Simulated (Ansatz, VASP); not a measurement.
**SiO2 in VASP and in Ansatz**

Contents of INCAR:

```
SYSTEM = SiO2
ALGO     = Normal         ! electronic algorithm
EDIFF    = 1E-7           ! SCF threshold, eV
ENCUT    = 520            ! plane-wave cutoff, eV
ISIF     = 2              ! what is computed and relaxed
ISMEAR   = 0              ! smearing method
LASPH    = .TRUE.         ! aspherical terms in the spheres
LCHARG   = .TRUE.         ! write CHGCAR
LELF     = .TRUE.         ! ELF
LREAL    = .FALSE.        ! projectors in reciprocal space
LVHAR    = .TRUE.       
LWAVE    = .FALSE.        ! write WAVECAR
NBANDS   = 25             ! bands
NELM     = 60             ! most SCF steps
PREC     = Accurate       ! precision mode
SIGMA    = 0.01           ! smearing width, eV
```

Contents of KPOINTS:

```
k-points
0
G
  8 8 8
  0 0 0
```

File POSCAR:

```
SiO2
1.0
   -2.4719631570      2.4719631570      3.6578428214
    2.4719631570     -2.4719631570      3.6578428214
    2.4719631570      2.4719631570     -3.6578428214
Si O
2 4
Direct
    0.0000000000      0.0000000000      0.0000000000
    0.7500000000      0.2500000000      0.5000000000
    0.9733623208      0.6250000000      0.8483623208
    0.3750000000      0.2233623208      0.3483623208
    0.7766376792      0.1250000000      0.1516376792
    0.8750000000      0.0266376792      0.6516376792
```

Input for Ansatz:

```yaml
crystal:
  lattice:
    - [-2.471963157, 2.471963157, 3.6578428214]
    - [2.471963157, -2.471963157, 3.6578428214]
    - [2.471963157, 2.471963157, -3.6578428214]
  atoms:
    - { symbol: Si, position: [0.0, 0.0, 0.0] }
    - { symbol: Si, position: [0.75, 0.25, 0.5] }
    - { symbol: O, position: [0.9733623208, 0.625, 0.8483623208] }
    - { symbol: O, position: [0.375, 0.2233623208, 0.3483623208] }
    - { symbol: O, position: [0.7766376792, 0.125, 0.1516376792] }
    - { symbol: O, position: [0.875, 0.0266376792, 0.6516376792] }
kpoints:
  mp_grid: { grid: [8, 8, 8] }
  band_path:
    path:
      - [0.0, 0.0, 0.0]
      - [0.0, 0.0, 0.5]
      - [0.25, 0.25, 0.25]
      - [0.0, 0.5, 0.0]
      - [0.5, 0.5, -0.5]
      - [0.3641757614, 0.6358242386, -0.3641757614]
      - [-0.3641757614, 0.3641757614, 0.3641757614]
      - [-0.2283515227, 0.2283515227, 0.5]
      - [0.5, 0.5, -0.2283515227]
    npoints: 1
hamiltonian:
  xc: lda
scf:
  occupations: { method: fixed }
  n_extra_bands: 5
output:
  forces: true
  stress: true
  eigenvalues: true
  write_density: true
  write_potential: true
  elf: true
  volumetric_format: npy
```

Alike in both runs: task single point; functional LDA; k mesh 8 × 8 × 8; no spin polarisation.

|  | VASP | Ansatz |
| --- | --- | --- |
| version | VASP 6.6.1 | Ansatz 0.2.0 |
| potentials or method | VASP PAW LDA potentials, release 64 (Si, O) | plane waves, PAW |
| plane-wave cutoff (eV) | 520 | 420 |
| occupations | gaussian, width 0.01 eV | fixed |
| valence electrons in the cell | 32 | 32 |

|  | VASP | Ansatz | Ansatz less VASP |
| --- | --- | --- | --- |
| gap on the k mesh at the Fermi level (eV) | 5.71 | 5.71 | +0.001 |
| pressure (GPa) | -1.0 | -1.5 | -0.54 |
| rms of the force components (eV/Å) | 0.035 | 0.047 | +0.0124 |

Atom by atom the forces differ by 0.012 eV/Å (rms over components).

A k mesh can miss the band edges. LDA gaps usually lie below the measured ones, often by a third to a half.
